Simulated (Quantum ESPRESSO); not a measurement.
Crystal: LiF (Griceite).

```
CELL_PARAMETERS angstrom
0.00000 2.01400 2.01400
2.01400 0.00000 2.01400
2.01400 2.01400 0.00000
ATOMIC_POSITIONS crystal
F 0.50000 0.50000 0.50000
Li 0.00000 0.00000 0.00000
```

Base run:

- Program: Quantum ESPRESSO 7.5
- Functional: WC
- Potentials or basis: GBRV 1.5 PBE
- Cutoff: 612 eV
- Density cutoff: 4898 eV
- k mesh: 8 × 8 × 8, shifted
- Occupations: fermi-dirac, width 0.05 eV
- Spin: no spin polarisation

Its results: pressure -0.6 GPa; electronic dielectric tensor (diagonal) 2.07.

**Question.** After a change of settings the same cell gave: pressure -6.3 GPa; electronic dielectric tensor (diagonal) 2.09. Which change was it?
A. functional from WC to BLYP
B. functional from WC to AM05
C. functional from WC to LDA; potentials or basis from GBRV 1.5 PBE to GBRV 1.5 LDA
D. functional from WC to PBEsol; potentials or basis from GBRV 1.5 PBE to GBRV 1.5 PBEsol

**Answer.** C.

Caveats: the potentials were made for another functional, which shifts forces and pressure (some runs); the cell is more than 3 GPa from zero pressure, which shifts response properties (some runs).

Runs at the PBE level aren't shown here.
